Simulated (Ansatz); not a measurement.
Crystal: Hf.

```
Hf
1.0
     3.19670    0.00000    0.00000
    -1.59835    2.76842    0.00000
     0.00000    0.00000    5.05780
Hf
2
Direct
  0.66667 0.33333 0.75000
  0.33333 0.66667 0.25000
```

| Item | Value |
| --- | --- |
| Program | Ansatz 0.2.0 |
| Task | single point |
| Functional | PBEsol |
| Potentials or basis | all-electron LAPW, scalar-relativistic |
| Cutoff | 213 eV (chosen from the basis error) |
| Basis error allowed | 0.001 eV/atom |
| k mesh | 10 × 10 × 5 |
| Occupations | fermi-dirac, width 0.05 eV |
| Spin | no spin polarisation |

On this cell: pressure -3.9 GPa; largest force under 0.003 eV/Å; band gap on the k mesh none (metal or under the smearing width).

The same run follows on a disturbed copy (atoms moved at random, drawn with an rms of 0.05 Å):

```
Hf
1.0
     3.19670    0.00000    0.00000
    -1.59835    2.76842    0.00000
     0.00000    0.00000    5.05780
Hf
2
Direct
  0.67080 0.34630 0.75451
  0.32565 0.67287 0.24668
```

Q: What does the disturbed cell give?

A: The energy (extrapolated to zero smearing) moves by +1.9 meV/atom; pressure -3.8 GPa; largest force 0.146 eV/Å; band gap on the k mesh none (metal or under the smearing width).

Forces on the atoms (eV/Å):
```
Hf  -0.060 -0.041 -0.126
Hf   0.060  0.041  0.126
```

Stress tensor (GPa, compression positive):
```
-3.58  0.23  0.05
 0.23 -3.89  0.03
 0.05  0.03 -4.02
```
